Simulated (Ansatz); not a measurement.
Molecular dynamics on a 1×1×1 supercell (4 atoms) of ScAlN2 (ordering on rocksalt), relaxed with r2SCAN. Forces come from PBEsol in Ansatz 0.2.0: a Nosé-Hoover thermostat at fixed volume, 800 K, steps of 1 fs. Computed, non-magnetic; the trajectory is short and the cell small, so nothing here is a converged average. The structure comes from a prototype and may be hypothetical.

```yaml
crystal:
  lattice:
    - [1.5184655393, 0.8766864879, 4.9153867975]
    - [-1.5184655393, 0.8766864879, 4.9153867975]
    - [0.0, -1.7533729758, 4.9153867975]
  atoms:
    - { symbol: Sc, position: [1.0, 0.0, 0.0] }
    - { symbol: Al, position: [0.5, 0.5, 0.5] }
    - { symbol: "N", position: [0.2433103315, 0.2433103315, 0.2433103315] }
    - { symbol: "N", position: [0.7566896685, 0.7566896685, 0.7566896685] }
kpoints:
  mp_grid: { grid: [6, 6, 6] }
hamiltonian:
  xc: pbesol
scf:
  occupations: { method: fermi_dirac, width: 0.069 }
md:
  ensemble: nvt_nose_hoover
  temperature: 800
  timestep: 1.0
  n_steps: 40
  initial_velocities: maxwell_boltzmann
  seed: 4737
```

Command: `ansatz run input.yaml --threads 4 --pin off --max-ram 3686MiB --backend cpu --events-out ev --progress --plain --runs-dir out`. It took 100 s on 4 threads of Intel(R) Xeon(R) Processor @ 2.50GHz (Skylake/Cascade Lake) (shared host), load about 0.9 per core; peak host memory 0.47 GiB.

```csv
step,t (fs),T (K),free energy F from step 0 (meV/atom),kinetic energy (meV/atom),largest force (eV/Å)
0,0,800,0.0,77.6,0.15
1,1,799,0.1,77.5,0.12
2,2,787,1.3,76.3,0.30
3,3,764,3.5,74.1,0.51
4,4,730,6.8,70.8,0.72
5,5,687,11.0,66.6,0.93
6,6,635,16.1,61.5,1.14
7,7,575,21.8,55.8,1.35
8,8,512,28.0,49.6,1.55
9,9,446,34.5,43.2,1.74
10,10,380,40.9,36.8,1.91
11,11,317,47.0,30.7,2.07
12,12,260,52.5,25.2,2.20
13,13,212,57.2,20.5,2.30
14,14,174,61.0,16.8,2.38
15,15,148,63.5,14.3,2.42
16,16,134,64.8,13.0,2.43
17,17,134,64.8,13.0,2.41
18,18,146,63.7,14.2,2.35
19,19,169,61.4,16.4,2.26
20,20,201,58.4,19.5,2.14
21,21,240,54.7,23.2,1.99
22,22,282,50.6,27.3,1.83
23,23,325,46.5,31.5,1.65
24,24,366,42.6,35.5,1.47
25,25,403,39.1,39.1,1.29
26,26,435,36.1,42.2,1.13
27,27,460,33.8,44.6,0.99
28,28,477,32.2,46.3,1.01
29,29,488,31.4,47.3,1.11
30,30,491,31.2,47.6,1.20
31,31,488,31.6,47.3,1.29
32,32,480,32.5,46.6,1.36
33,33,469,33.8,45.5,1.42
34,34,456,35.2,44.2,1.46
35,35,442,36.7,42.8,1.48
36,36,429,38.1,41.6,1.48
37,37,417,39.4,40.4,1.47
38,38,408,40.5,39.5,1.45
39,39,401,41.2,38.9,1.50
40,40,398,41.7,38.6,1.54
```

The temperature starts at 800 K, is lowest at step 17 (134 K, 17 fs) and ends at 398 K. The thermostat hasn't had time to restore it. The atoms start on their lattice sites with kinetic energy alone, so much of it first passes into potential energy. By the last step the atoms have moved 0.08 Å in the root mean square, the drift of the whole cell taken out, 0.10 Å at most.

Positions (Å) and forces (eV/Å) at step 40:
```
Sc   1.502   0.813   4.904     0.036   0.270   0.780
Al   0.037   0.097   7.404    -0.303  -0.728  -0.742
N   -0.016   0.074   3.533     0.276  -0.445   1.205
N   -0.002  -0.058  11.190    -0.009   0.903  -1.243
```
